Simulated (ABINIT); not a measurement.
The system is AgBr.

```
Ag Br
1.0
     0.00000    2.87015    2.87015
     2.87015    0.00000    2.87015
     2.87015    2.87015    0.00000
Ag Br
1 1
Direct
  0.00000 0.00000 0.00000
  0.50000 0.50000 0.50000
```

Base run:

```yaml
Program: ABINIT 10.8.3 (patched build)
Functional: r2SCAN
Potentials_or_basis: Ansatz PAW PBE default generated set, frozen core
Cutoff: 490 eV
k_mesh: 6 × 6 × 6
Occupations: fermi-dirac, width 0.05 eV
Spin: no spin polarisation
```

Its results: band gap on the k mesh 1.29 eV, indirect (least direct gap 3.29 eV); pressure 1.0 GPa.

**Question.** The run is repeated on the same cell with these changes: potentials or basis from Ansatz PAW PBE default generated set, frozen core to SG15 NC PBE v1.2; cutoff from 490 eV to 844 eV. What comes out?

**Answer.** Band gap on the k mesh 1.18 eV, indirect (least direct gap 3.13 eV); pressure 1.1 GPa.

Caveats: the PAW data sets were made with another functional, which shifts forces and pressure a little (some runs); the potentials were made for another functional, which shifts forces and pressure (some runs).
